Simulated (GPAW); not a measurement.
# GaP (F-43m) in GPAW: settings compared

The runs below take GaP through band structure, equation of state, with PBE, LDA, vdW-DF.

Everything below comes from runs of GPAW 26.7.0. Logs are shortened: lines on timing, memory, paths and dates and some standing lists are left out, and cuts for length are marked. The log counts tension as positive stress, the text compression.

**Experimental background.**

“Stacking defects in GaP nanowires: Electronic structure and optical properties”, 2018, arxiv:1810.01194 quotes, for a bulk crystal of GaP at 10 K: band gap 2.34 eV (indirect).

“Phosphorous dimerization in GaP at high pressure”, 2017, arxiv:1709.06667 reports, for a bulk crystal of GaP: bulk modulus 87.5 ± 0.6 GPa.

How close the calculation comes is told below.

### 1 The structure

Symmetry: F-43m, No. 216, cubic system. Conventional cell: a = 5.451 Å, b = 5.451 Å, c = 5.451 Å, α = 90.00°, β = 90.00°, γ = 90.00°. Ga (site symmetry -43m) has 4 P at 2.36 Å as nearest neighbours. P (site symmetry -43m) is surrounded by 4 Ga at 2.36 Å.

### 2 Band structure, PBE

The input, run.py:

```python
from ase.dft.bandgap import bandgap
from ase.io import write
from ase.spacegroup import crystal
from gpaw import GPAW

# Ga 4a
# P 4c
atoms = crystal(['Ga', 'P'],
                basis=[[0.0, 0.0, 0.0],
                       [0.25, 0.25, 0.25]],
                spacegroup=216, setting=1,  # F-43m
                cellpar=[5.4505, 5.4505, 5.4505, 90.0, 90.0, 90.0],
                primitive_cell=True)

calc = GPAW(mode='lcao',
            h=0.2,
            basis='dzp',
            xc='PBE',
            kpts={'size': (8, 8, 8), 'gamma': True},
            occupations={'name': 'fermi-dirac', 'width': 0.05},
            convergence={'density': 1e-05, 'energy': 1e-05},
            maxiter=150,
            txt='gpaw.txt')
atoms.calc = calc
energy = atoms.get_potential_energy()
forces = atoms.get_forces()
calc.write('gs.gpw')
write('result.traj', atoms)
print(f'Energy: {energy:.6f} eV')
print('Forces (eV/A):')
print(forces.round(4))
print('Fermi level:', round(calc.get_fermi_level(), 4), 'eV')
print(f'Gap: {bandgap(calc)[0]:.4f} eV, direct: {bandgap(calc, direct=True)[0]:.4f} eV')

path = atoms.cell.bandpath('GXWKGLUWLK,UX', npoints=80, eps=1e-4)
bs_calc = calc.fixed_density(kpts=path, symmetry='off', txt='bands.txt')
bs = bs_calc.band_structure()
bs.write('bs.json')
print(f'Gap on the path: {bandgap(bs_calc)[0]:.4f} eV')
```

Potentials or basis: GPAW PAW data sets (gpaw-data 1.2.1), lcao:dzp.

Command:

```
OMP_NUM_THREADS=1 python run.py
```

gpaw.txt:

```text
__  _  _
 | _ |_)|_||  |
 |__||  | ||/\| - 26.7.0

Input parameters:
  mode=LCAO(),
  basis={'default': 'dzp'},
  convergence={'density': 1e-05, 'energy': 1e-05},
  h=0.2,
  kpts=MonkhorstPack(size=(8, 8, 8), gamma=True),
  maxiter=150,
  occupations=Occupations(name='fermi-dirac', width=0.05),
  xc=XC(name='PBE')

           P

       Ga

Atoms  # Å, Bohr magnetons
|   | symbol |        x |        y |        z |    initial magnetic moments |
|---|--------|----------|----------|----------|-----------------------------|
| 0 |     Ga | 0.000000 | 0.000000 | 0.000000 | ( 0.0000,  0.0000,  0.0000) |
| 1 |      P | 1.362625 | 1.362625 | 1.362625 | ( 0.0000,  0.0000,  0.0000) |

Unit cell  # Å
| periodic |        x |        y |        z |  lengths |    angles |
|----------|----------|----------|----------|----------|-----------|
|      yes | 0.000000 | 2.725250 | 2.725250 | 3.854086 | 60.000000 |
|      yes | 2.725250 | 0.000000 | 2.725250 | 3.854086 | 60.000000 |
|      yes | 2.725250 | 2.725250 | 0.000000 | 3.854086 | 60.000000 |

Number of symmetries: 24
Symmetry operations  # r_c * U_cc + t_c -> r_c
|    | kind |            matrix            |
|----|------|------------------------------|
|  0 |  E   |  1, 0, 0,  0, 1, 0,  0, 0, 1 |
|  1 |  σ   |  1, 0, 0,  0, 0, 1,  0, 1, 0 |
|  2 |  σ   |  1, 0,-1,  0, 1,-1,  0, 0,-1 |
|  3 |  C3  |  1, 0,-1,  0, 0,-1,  0, 1,-1 |
|  4 |  C3  |  1,-1, 0,  0,-1, 1,  0,-1, 0 |
|  5 |  σ   |  1,-1, 0,  0,-1, 0,  0,-1, 1 |
|  6 |  σ   |  0, 1, 0,  1, 0, 0,  0, 0, 1 |
|  7 |  C3  |  0, 1, 0,  0, 0, 1,  1, 0, 0 |
|  8 |  C2  |  0, 1,-1,  1, 0,-1,  0, 0,-1 |
|  9 |  S4  |  0, 1,-1,  0, 0,-1,  1, 0,-1 |
| 10 |  C3  |  0, 0, 1,  1, 0, 0,  0, 1, 0 |
| 11 |  σ   |  0, 0, 1,  0, 1, 0,  1, 0, 0 |
| 12 |  S4  |  0, 0,-1,  1, 0,-1,  0, 1,-1 |
| 13 |  C3  |  0, 0,-1,  0, 1,-1,  1, 0,-1 |
| 14 |  S4  |  0,-1, 1,  1,-1, 0,  0,-1, 0 |
| 15 |  C2  |  0,-1, 1,  0,-1, 0,  1,-1, 0 |
| 16 |  C3  |  0,-1, 0,  1,-1, 0,  0,-1, 1 |
| 17 |  S4  |  0,-1, 0,  0,-1, 1,  1,-1, 0 |
| 18 |  S4  | -1, 1, 0, -1, 0, 1, -1, 0, 0 |
| 19 |  C3  | -1, 1, 0, -1, 0, 0, -1, 0, 1 |
| 20 |  C3  | -1, 0, 1, -1, 1, 0, -1, 0, 0 |
| 21 |  S4  | -1, 0, 1, -1, 0, 0, -1, 1, 0 |
| 22 |  σ   | -1, 0, 0, -1, 1, 0, -1, 0, 1 |
| 23 |  C2  | -1, 0, 0, -1, 0, 1, -1, 1, 0 |

BZ-sampling:
  Number of BZ points: 512
  Number of IBZ points: 29

  Monkhorst-Pack size: [8, 8, 8]
  Monkhorst-Pack shift: [0.0625, 0.0625, 0.0625]

K-points  # in reciprocal-cell coordinates
|     |                                coordinates |     weight |
|-----|--------------------------------------------|------------|
|   0 | (  0.00000000,   0.00000000,   0.00000000) | 0.00195312 |
|   1 | (  0.12500000,   0.12500000,   0.00000000) | 0.01171875 |
|   2 | (  0.12500000,   0.12500000,   0.12500000) | 0.01562500 |
|   3 | (  0.25000000,   0.12500000,   0.12500000) | 0.02343750 |
|   4 | (  0.25000000,   0.25000000,   0.00000000) | 0.01171875 |
|   5 | (  0.25000000,   0.25000000,   0.12500000) | 0.04687500 |
|   6 | (  0.25000000,   0.25000000,   0.25000000) | 0.01562500 |
|   7 | (  0.37500000,   0.25000000,  -0.37500000) | 0.04687500 |
|   8 | (  0.37500000,   0.25000000,   0.12500000) | 0.04687500 |
|   9 | (  0.37500000,   0.25000000,   0.25000000) | 0.04687500 |
| ... |                                            |            |
|  28 | (  0.50000000,   0.50000000,   0.50000000) | 0.00781250 |

basis functions: 26
Spin-components: 1 (collinear spins)
Bands:           8
Projectors:      10
Spin-degeneracy: 2
Datatype:        <class 'complex'>

Parallelization:
  kpt:    1
  domain: 1
  band:   1

Density:
  Valence electrons: 8.0
  Components: 1
  Grid points: [16 16 16]
  Charge: 0.0  # |e|

Potential:
  Grid points: [16 16 16]

species:
  Ga:
    name:    Gallium
    Z:       31.0
    valence: 3
    core:    28
    charge:  0.0  # [|e|]
    compensation charges:
      type: gauss
      rc: 0.37  # [Å]
      lmax: 2
    cutoffs:
      filter: 2.06  # [Å]
      core: 4.17  # [Å]
    projectors
    | kind |    occ | energy [eV] | rcut [Å] |
    |------|--------|-------------|----------|
    |   4s |  2.000 |      -8.945 |    1.164 |
    |   4p |  1.000 |      -2.580 |    1.164 |
    |    s |        |      18.266 |    1.164 |
    |    p |        |      24.631 |    1.164 |
    |    d |        |       0.000 |    1.164 |

    LCAO basis set for Ga:
      Name: dzp
      File: <dir>
      Number of radial functions: 5
      Number of spherical harmonics: 13
        l=0, rc=7.2656 Bohr: 4s-sz confined orbital
        l=1, rc=10.3438 Bohr: 4p-sz confined orbital
        l=0, rc=4.1406 Bohr: 4s-dz split-valence wave
        l=1, rc=6.0938 Bohr: 4p-dz split-valence wave
        l=2, rc=10.3438 Bohr: d-type Gaussian polarization
      Number of RI-basis functions 0

  P:
    name:    Phosphorus
    Z:       15.0
    valence: 5
    core:    10
    charge:  0.0  # [|e|]
    compensation charges:
      type: gauss
      rc: 0.30  # [Å]
[... 86 lines left out ...]
| 11 |  σ   |  0, 0, 1,  0, 1, 0,  1, 0, 0 |
| 12 |  S4  |  0, 0,-1,  1, 0,-1,  0, 1,-1 |
| 13 |  C3  |  0, 0,-1,  0, 1,-1,  1, 0,-1 |
| 14 |  S4  |  0,-1, 1,  1,-1, 0,  0,-1, 0 |
| 15 |  C2  |  0,-1, 1,  0,-1, 0,  1,-1, 0 |
| 16 |  C3  |  0,-1, 0,  1,-1, 0,  0,-1, 1 |
| 17 |  S4  |  0,-1, 0,  0,-1, 1,  1,-1, 0 |
| 18 |  S4  | -1, 1, 0, -1, 0, 1, -1, 0, 0 |
| 19 |  C3  | -1, 1, 0, -1, 0, 0, -1, 0, 1 |
| 20 |  C3  | -1, 0, 1, -1, 1, 0, -1, 0, 0 |
| 21 |  S4  | -1, 0, 1, -1, 0, 0, -1, 1, 0 |
| 22 |  σ   | -1, 0, 0, -1, 1, 0, -1, 0, 1 |
| 23 |  C2  | -1, 0, 0, -1, 0, 1, -1, 1, 0 |

BZ-sampling:
  Number of BZ points: 512
  Number of IBZ points: 29

  Monkhorst-Pack size: [8, 8, 8]
  Monkhorst-Pack shift: [0.0625, 0.0625, 0.0625]

K-points  # in reciprocal-cell coordinates
|     |                                coordinates |     weight |
|-----|--------------------------------------------|------------|
|   0 | (  0.00000000,   0.00000000,   0.00000000) | 0.00195312 |
|   1 | (  0.12500000,   0.12500000,   0.00000000) | 0.01171875 |
|   2 | (  0.12500000,   0.12500000,   0.12500000) | 0.01562500 |
|   3 | (  0.25000000,   0.12500000,   0.12500000) | 0.02343750 |
|   4 | (  0.25000000,   0.25000000,   0.00000000) | 0.01171875 |
|   5 | (  0.25000000,   0.25000000,   0.12500000) | 0.04687500 |
|   6 | (  0.25000000,   0.25000000,   0.25000000) | 0.01562500 |
|   7 | (  0.37500000,   0.25000000,  -0.37500000) | 0.04687500 |
|   8 | (  0.37500000,   0.25000000,   0.12500000) | 0.04687500 |
|   9 | (  0.37500000,   0.25000000,   0.25000000) | 0.04687500 |
| ... |                                            |            |
|  28 | (  0.50000000,   0.50000000,   0.50000000) | 0.00781250 |

basis functions: 26
Spin-components: 1 (collinear spins)
Bands:           8
Projectors:      10
Spin-degeneracy: 2
Datatype:        <class 'complex'>

Parallelization:
  kpt:    1
  domain: 1
  band:   1

Density:
  Valence electrons: 8.0
  Components: 1
  Grid points: [16 16 16]
  Charge: 0.0  # |e|

Potential:
  Grid points: [16 16 16]

species:
  Ga:
    name:    Gallium
    Z:       31.0
    valence: 3
    core:    28
    charge:  0.0  # [|e|]
    compensation charges:
      type: gauss
      rc: 0.37  # [Å]
      lmax: 2
    cutoffs:
      filter: 2.06  # [Å]
      core: 4.17  # [Å]
    projectors
    | kind |    occ | energy [eV] | rcut [Å] |
    |------|--------|-------------|----------|
    |   4s |  2.000 |      -8.945 |    1.164 |
    |   4p |  1.000 |      -2.580 |    1.164 |
    |    s |        |      18.266 |    1.164 |
    |    p |        |      24.631 |    1.164 |
    |    d |        |       0.000 |    1.164 |

    LCAO basis set for Ga:
      Name: dzp
      File: <dir>
      Number of radial functions: 5
      Number of spherical harmonics: 13
        l=0, rc=7.2656 Bohr: 4s-sz confined orbital
        l=1, rc=10.3438 Bohr: 4p-sz confined orbital
        l=0, rc=4.1406 Bohr: 4s-dz split-valence wave
        l=1, rc=6.0938 Bohr: 4p-dz split-valence wave
        l=2, rc=10.3438 Bohr: d-type Gaussian polarization
      Number of RI-basis functions 0

  P:
    name:    Phosphorus
    Z:       15.0
    valence: 5
    core:    10
    charge:  0.0  # [|e|]
    compensation charges:
      type: gauss
      rc: 0.30  # [Å]
      lmax: 2
    cutoffs:
      filter: 1.69  # [Å]
      core: 1.81  # [Å]
    projectors
    | kind |    occ | energy [eV] | rcut [Å] |
    |------|--------|-------------|----------|
    |   3s |  2.000 |     -13.968 |    0.953 |
    |   3p |  3.000 |      -5.506 |    0.953 |
    |    s |        |      13.244 |    0.953 |
    |    p |        |      21.705 |    0.953 |
    |    d |        |       0.000 |    0.953 |

    LCAO basis set for P:
      Name: dzp
      File: <dir>
      Number of radial functions: 5
      Number of spherical harmonics: 13
        l=0, rc=6.0938 Bohr: 3s-sz confined orbital
        l=1, rc=7.7031 Bohr: 3p-sz confined orbital
        l=0, rc=3.4375 Bohr: 3s-dz split-valence wave
        l=1, rc=4.4688 Bohr: 3p-dz split-valence wave
        l=2, rc=7.7031 Bohr: d-type Gaussian polarization
      Number of RI-basis functions 0

Reference energy: -62187.585188  # eV

eigensolver:
  <gpaw.new.lcao.eigensolver.LCAOEigensolver object>
density mixing:
  MSR1-Mixer
  Pratt-step length: 0.05
  Maximum mixing coefficient: 0.75
  Old densities: 10
  SVD Regularization: 0.005
  Good broyden scale: 1.0
  Trust region scale: 1.0
  Backstep threshold: 4.0
  History deletion threshold: 6.0
  Fourier metric: weight=20.0, sigma=0.015

occupation numbers:
  Fermi-Dirac:
    width: 0.0500  # eV

FastPoissonSolver using
    Stencil: 12*3+1=37 point O(h^6) finite-difference Laplacian
    FFT axes: [np.int64(0), np.int64(1), np.int64(2)]
    FST axes: []

xc functional:
  name: PBE with 2 nearest neighbor stencil
interpolation: tri-quintic # 5. degree polynomial

convergence criteria:
- Maximum integral of absolute [dens]ity change: 1e-05 electrons / valence electron
- Maximum [total energy] change in last 3 cyles: 1e-05 eV / valence electron
- Maximum integral of absolute [eigenst]ate change: 4e-08 eV^2 / valence electron
maximum number of iterations: 150

SCF iterations
|iter     | |      energy | eigst |  dens |
|---------|-|-------------|-------|-------|
|iter:   1| |   -8.825477 |      c|       |
|iter:   2| |   -8.807510 |      c| -0.94 |
|iter:   3| |   -8.744602 |      c| -0.97 |
|iter:   4| |   -8.745869 |      c| -1.60 |
|iter:   5| |   -8.745935 |      c| -2.14 |
|iter:   6| |   -8.745936c|      c| -3.47 |
|iter:   7| |   -8.745936c|      c| -4.01 |
|iter:   8| |   -8.745936c|      c| -4.67 |
|iter:   9| |   -8.745936c|      c| -6.51c|

Converged in 9 steps
Energy contributions relative to reference atoms: (reference = -62187.585188)

Energy contributions:
  Kinetic:          31.209786
  Coulomb:         -27.597950
  Zero:              0.070339
  External:          0.000000
  Xc:              -12.428111
  Entropy:          -0.000000
  Spinorbit:         0.000000
  ----------------------------
  Free energy:      -8.745936
  Extrapolated:     -8.745936

dipole moment: (-16.997162, -16.997162, -16.997162)  # |e|*Ang

Fermi level: 5.819
Eigenvalues  # (at kpt = [0.000, 0.000, 0.000])
| band index |      eig [eV] | occ [0-2] |
|------------|---------------|-----------|
|          0 |        -7.518 |     2.000 |
|          1 |         4.990 |     2.000 |
|          2 |         4.991 |     2.000 |
|          3 |         4.991 |     2.000 |
|          4 |         6.884 |     0.000 |
|          5 |         9.092 |     0.000 |
|          6 |         9.092 |     0.000 |
|          7 |         9.092 |     0.000 |

Gap: 1.720 eV
Transition (v -> c):
  (s=0, k=0, n=3, [0.00, 0.00, 0.00]) -> (s=0, k=24, n=4, [0.50, 0.50, 0.00])
Direct/indirect transitions are different
Direct gap: 1.893 eV
Transition at: (s=0, k=0, n=3, [0.00, 0.00, 0.00])

Forces  # eV/Ang
|        x |        y |       z |
|----------|----------|---------|
|  0.00000 | -0.00000 | 0.00000 |  # Ga   0
| -0.00000 |  0.00000 | 0.00000 |  # P    1

# Writing to gs.gpw (mode='')
```

It took 77 s on 1 thread of AMD EPYC 7R43 (Zen 3), shared host; peak memory 0.17 GiB.

Results:

* Free energy: -8.7459 eV
* Band gap on the k mesh: 1.72 eV, indirect (least direct gap 1.89 eV)
* Band gap along the path: 1.68 eV, indirect (least direct gap 1.89 eV)

Levels at the corners of the path, in eV from the valence-band top:
```
point  band 2  band 3  band 4  band 5  band 6  band 7
    Γ    0.00    0.00    0.00    1.89    4.10    4.10
    X   -6.76   -2.70   -2.70    1.72    2.00   10.88
    W   -6.54   -3.61   -3.44    4.86    5.08    6.29
    K   -6.55   -3.97   -2.27    2.30    4.99    8.49
    Γ    0.00    0.00    0.00    1.89    4.10    4.10
    L   -6.65   -1.13   -1.13    1.75    5.06    5.06
    U   -6.55   -3.97   -2.27    2.30    4.99    8.49
    W   -6.54   -3.61   -3.44    4.86    5.08    6.29
    L   -6.65   -1.13   -1.13    1.75    5.06    5.06
    K   -6.55   -3.97   -2.27    2.30    4.99    8.49
    U   -6.55   -3.97   -2.27    2.30    4.99    8.49
    X   -6.76   -2.70   -2.70    1.72    2.00   10.88
```

Caveat: the real-space grid adds noise to forces; the basis of atomic orbitals isn't converged, which shifts pressures, moduli and gaps.

### 3 Band structure, LDA

The input, run.py:

```python
from ase.dft.bandgap import bandgap
from ase.io import read, write
from ase.units import GPa
from gpaw import GPAW, PW, setup_paths

setup_paths.insert(0, '.')

atoms = read('GaP.xyz')

calc = GPAW(mode=PW(600),
            xc='LDA',
            kpts={'size': (8, 8, 8), 'gamma': True},
            occupations={'name': 'fermi-dirac', 'width': 0.05},
            setups={'Ga': 'jth', 'P': 'jth'},
            nbands=-7,
            convergence={'density': 1e-05, 'energy': 1e-05},
            maxiter=150,
            txt='gpaw.txt')
atoms.calc = calc
energy = atoms.get_potential_energy()
forces = atoms.get_forces()
stress = atoms.get_stress()
calc.write('gs.gpw')
write('result.traj', atoms)
print(f'Energy: {energy:.6f} eV')
print('Forces (eV/A):')
print(forces.round(4))
print('Stress (GPa):', (stress / GPa).round(3))
print('Fermi level:', round(calc.get_fermi_level(), 4), 'eV')
print(f'Gap: {bandgap(calc)[0]:.4f} eV, direct: {bandgap(calc, direct=True)[0]:.4f} eV')

path = atoms.cell.bandpath('GXWKGLUWLK,UX', npoints=60, eps=1e-4)
bs_calc = calc.fixed_density(kpts=path, symmetry='off', nbands=-17,
                             convergence={'bands': 'CBM+6.0', 'eigenstates': 1e-6}, txt='bands.txt')
bs = bs_calc.band_structure()
bs.write('bs.json')
print(f'Gap on the path: {bandgap(bs_calc)[0]:.4f} eV')
```

The input, GaP.xyz:

```xyz
2
Lattice="0.0000000000 2.7252500000 2.7252500000 2.7252500000 0.0000000000 2.7252500000 2.7252500000 2.7252500000 0.0000000000" Properties=species:S:1:pos:R:3 pbc="T T T"
Ga     0.0000000000      0.0000000000      0.0000000000
P      4.0878750000      4.0878750000      4.0878750000
```

Potentials or basis: JTH PAW 2.0, LDA, pw.

Command:

```
OMP_NUM_THREADS=1 python run.py
```

It took 23 s on 1 thread of AMD EPYC 7R43 (Zen 3), shared host; peak memory 0.23 GiB.

The run converged. Its results:

```
Free energy             : -10.4852 eV
Pressure                : -2.9 GPa
Band gap on the k mesh  : 1.50 eV, indirect (least direct gap 1.60 eV)
Band gap along the path : 1.45 eV, indirect (least direct gap 1.60 eV)
```

Levels at the corners of the path, in eV from the valence-band top:
```tsv
point	band 5	band 6	band 7	band 8	band 9	band 10	band 11	band 12	band 13	band 14
Γ	-14.58	-12.52	0.00	0.00	0.00	1.60	3.80	3.80	3.80	8.49
X	-14.56	-9.52	-6.85	-2.71	-2.71	1.51	1.68	10.43	10.43	10.95
W	-14.57	-9.42	-6.64	-3.62	-3.47	4.60	4.76	5.97	6.01	11.39
K	-14.57	-9.56	-6.64	-3.99	-2.28	2.05	4.69	8.11	8.14	9.11
Γ	-14.58	-12.52	0.00	0.00	0.00	1.60	3.80	3.80	3.80	8.49
L	-14.57	-10.44	-6.71	-1.13	-1.13	1.50	4.63	4.63	8.05	10.63
U	-14.57	-9.56	-6.64	-3.99	-2.28	2.05	4.69	8.11	8.14	9.11
W	-14.57	-9.42	-6.64	-3.62	-3.47	4.60	4.76	5.97	6.01	11.39
L	-14.57	-10.44	-6.71	-1.13	-1.13	1.50	4.63	4.63	8.05	10.63
K	-14.57	-9.56	-6.64	-3.99	-2.28	2.05	4.69	8.11	8.14	9.11
U	-14.57	-9.56	-6.64	-3.99	-2.28	2.05	4.69	8.11	8.14	9.11
X	-14.56	-9.52	-6.85	-2.71	-2.71	1.51	1.68	10.43	10.43	10.95
```

Caveat: the program truncates these outside data sets.

[end of part 1 of 2]
